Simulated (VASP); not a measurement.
Write the native input for VASP 6.6.1 that does the following.

```
Task                   : band structure
Functional             : TB-mBJ
Potentials or basis    : VASP PAW PBE potentials, release 64 (Cd, S)
Cutoff                 : 520 eV
k mesh                 : 6 × 6 × 3
Occupations            : gaussian, width 0.03 eV
Spin                   : spin-orbit coupling, no magnetisation
Further INCAR settings : ALGO = Normal; EDIFF = 1e-07; NBANDS = 52
```

CdS:

```
Cd S
1.0
     4.13146    0.00000    0.00000
    -2.06573    3.57795    0.00000
     0.00000    0.00000    6.72462
Cd S
2 2
Direct
  0.33333 0.66667 0.99932
  0.66667 0.33333 0.49932
  0.33333 0.66667 0.37568
  0.66667 0.33333 0.87568
```

One way to write it, as run:

POSCAR

```
CdS                                     
1.0
    4.1314642933      0.0000000000      0.0000000000
   -2.0657321467      3.5779530371      0.0000000000
   -0.0000000000      0.0000000000      6.7246185049
  Cd              S             
     2     2
Direct
     0.3333333300000021    0.6666666699999979    0.9993193368878834
     0.6666666699999979    0.3333333300000021    0.4993193368878836
     0.3333333300000021    0.6666666699999979    0.3756806631121164
     0.6666666699999979    0.3333333300000021    0.8756806631121166
```

INCAR.step1

```
PREC = Accurate
ENCUT = 520
EDIFF = 1E-5
ISMEAR = 0
SIGMA = 0.03
LREAL = F
LASPH = T
NELM = 80
ALGO = Normal
ISIF = 2
LWAVE = T
LCHARG = F
MAGMOM = 0 0 0 0 0 0 0 0 0 0 0 0
LORBIT = 11
LSORBIT = T
GGA_COMPAT = F
NBANDS = 52
GGA = PE
```

INCAR.step2

```
PREC = Accurate
ENCUT = 520
EDIFF = 1E-7
ISMEAR = 0
SIGMA = 0.03
LREAL = F
LASPH = T
NELM = 80
ALGO = Normal
ISIF = 2
LWAVE = F
LCHARG = F
MAGMOM = 0 0 0 0 0 0 0 0 0 0 0 0
LORBIT = 11
LSORBIT = T
GGA_COMPAT = F
METAGGA = MBJ
NBANDS = 52
ISTART = 1
```

KPOINTS

```
regular mesh
0
Gamma
  6 6 3
```

KPOINTS_OPT

```
explicit points
141
Reciprocal
 0.0000000000  0.0000000000  0.0000000000 1
 0.0357142857  0.0000000000  0.0000000000 1
 0.0714285714  0.0000000000  0.0000000000 1
 0.1071428571  0.0000000000  0.0000000000 1
 0.1428571429  0.0000000000  0.0000000000 1
 0.1785714286  0.0000000000  0.0000000000 1
[... 133 lines left out ...]
 0.5000000000  0.0000000000  0.5000000000 1
 0.5000000000  0.0000000000  0.0000000000 1
```

Potentials or basis: VASP PAW PBE potentials, release 64 (Cd, S).

Run with:

```sh
$ cat potpaw_PBE.64/Cd/POTCAR potpaw_PBE.64/S/POTCAR > POTCAR
$ cp INCAR.step1 INCAR
$ mpirun -np 1 vasp_ncl > vasp.out
$ cp INCAR.step2 INCAR
$ mpirun -np 1 vasp_ncl > vasp.out
```

It gave:

```yaml
Valence_electrons_inside_the_program's_atomic_spheres: Cd 10.19; S 4.03
```

Run time: 24 min on 1 thread of Intel(R) Xeon(R) Platinum 8488C (Sapphire Rapids), on a shared host, peak memory 0.59 GiB.
